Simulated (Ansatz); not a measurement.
InSe, 8 atoms in the cell. The structure is hexagonal, space group P-6m2 (No. 187). The conventional cell has a = 4.047 Å, b = 4.047 Å, c = 18.052 Å, α = 90.00°, β = 90.00°, γ = 120.00°. Around In (site symmetry 3m) lie 3 Se at 2.65 Å and 1 In at 2.79 Å. In (site symmetry 3m) is surrounded by 3 Se at 2.65 Å and 1 In at 2.79 Å. Around Se (site symmetry 3m) lie 3 In at 2.65 Å. Se (site symmetry 3m) has 3 In at 2.65 Å as nearest neighbours. Measurements of this composition are mostly on another form, of space group No. 160.

- Program: Ansatz 0.2.0
- Task: relaxation of cell and atoms
- Functional: PBE
- Potentials or basis: Ansatz PAW
- Cutoff: 420 eV (not typed: the program's choice for these potentials)
- k mesh: 6 × 6 × 2
- Occupations: fermi-dirac, width 0.05 eV
- Spin: no spin polarisation
- Target pressure: 5 GPa
- Target pressure (GPa): 5

Potentials or basis: Ansatz PAW.

Command:

```bash
$ ansatz run input.yaml --threads 4 --pin off --max-ram 11264MiB --backend cpu --events-out ev --progress --plain --runs-dir out
```

Hardware: 4 threads of Arm Neoverse V1, on a shared host.

Q: Estimate the wall time of this run.

A: Wall time 44 s on 4 threads of Arm Neoverse V1 (shared host), peak memory 0.8 GiB. Counts: scf iterations 46, plane waves 4289, k points 14, bands 70, ion steps 7.
